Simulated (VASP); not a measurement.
Here is a VASP 6.6.1 calculation.

The input INCAR:

```
  PREC = Accurate
  ENCUT = 300
  EDIFF = 1E-7
  ISMEAR = 1
  SIGMA = 0.1
  LREAL = False
  LASPH = True
  NELM = 80
  ALGO = Normal
  ISIF = 3
  LWAVE = False
  LCHARG = False
  GGA = PE
  IBRION = 2
  NSW = 90
  EDIFFG = -0.005
```

KPOINTS

```
Automatic mesh
0
Gamma
  8 8 8
```

The input POSCAR:

```
Au                                      
1.0
    0.0000000000      2.0799396457      2.0799396457
    2.0799396457      0.0000000000      2.0799396457
    2.0799396457      2.0799396457      0.0000000000
  Au            
     1
Direct
     0.0000000000000000    0.0000000000000000    0.0000000000000000
```

Potentials or basis: VASP PAW PBE potentials, release 64 (Au).

Launch:

```console
$ cat potpaw_PBE.64/Au/POTCAR > POTCAR
$ mpirun -np 1 vasp_std > vasp.out
```

**Question.** Predict the relaxed cell.

**Answer.** a = 2.939 Å, b = 2.939 Å, c = 2.939 Å, α = 60.00°, β = 60.00°, γ = 60.00°.

**Question.** Predict the relaxed volume.

**Answer.** 17.95 Å³/atom.

**Question.** Estimate the band gap on the k mesh.

**Answer.** None (metal or under the smearing width).

Final structure:
```
Au
1.0
     0.00000    2.07823    2.07823
     2.07823    0.00000    2.07823
     2.07823    2.07823    0.00000
Au
1
Direct
  0.00000 0.00000 0.00000
```

The run has no spin-orbit coupling, so splittings on Au are missing.
